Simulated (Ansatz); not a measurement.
# BeS: the cost of one run

The runs shown are made with Ansatz 0.2.0. G0W0, plane waves. These are computed values for a spin-unpolarised cell that may be hypothetical; none is a measurement.

## 1. The system as given

The cell was relaxed beforehand with r2SCAN.

Space group P6_3/mmc (No. 194), hexagonal; a = 3.300 Å, c = 5.255 Å in the conventional setting, 12.39 Å³ an atom. Near Be stand 6 S at 2.31 Å and 2 Be at 2.63 Å; near S stand 6 Be at 2.31 Å.

Structure file:

```cif
data_structure
_symmetry_space_group_name_H-M 'P 1'
_symmetry_Int_Tables_number 1
_cell_length_a 3.3002
_cell_length_b 3.3002
_cell_length_c 5.2552
_cell_angle_alpha 90.000
_cell_angle_beta 90.000
_cell_angle_gamma 120.000
_cell_volume 49.57
loop_
_atom_site_label
_atom_site_type_symbol
_atom_site_fract_x
_atom_site_fract_y
_atom_site_fract_z
_atom_site_occupancy
Be1 Be 0.00000 0.00000 0.00000 1
Be2 Be 0.00000 0.00000 0.50000 1
S1 S 0.33333 0.66667 0.25000 1
S2 S 0.66667 0.33333 0.75000 1
```

## 2. 80 empty bands, 80 eV

Input file input.yaml:

```yaml
crystal:
  lattice:
    - [3.3002359551, 0.0, 0.0]
    - [-1.6501179775, 2.8580881756, 0.0]
    - [0.0, 0.0, 5.255222101]
  atoms:
    - { symbol: Be, position: [0.0, 0.0, 0.0] }
    - { symbol: Be, position: [0.0, 0.0, 0.5] }
    - { symbol: S, position: [0.3333333333, 0.6666666667, 0.25] }
    - { symbol: S, position: [0.6666666667, 0.3333333333, 0.75] }
kpoints:
  mp_grid: { grid: [6, 6, 4] }
hamiltonian:
  xc: pbe
scf:
  occupations: { method: fixed }
gw:
  n_empty_bands: 80
  ecut_chi: 80
  qp_bands: [v2, c2]
  qp_kpoints: band_edges
  screening: { model: contour_deformation }
```

On the command line:

```console
$ ansatz run input.yaml --threads 2 --pin off --max-ram 3686MiB --backend cpu --events-out ev --progress --plain --runs-dir out
```

**Question.** How long does this run take on 2 threads of Arm Neoverse V2, shared host, and how much memory does it need?

About 22 s, with a peak of 0.32 GiB.
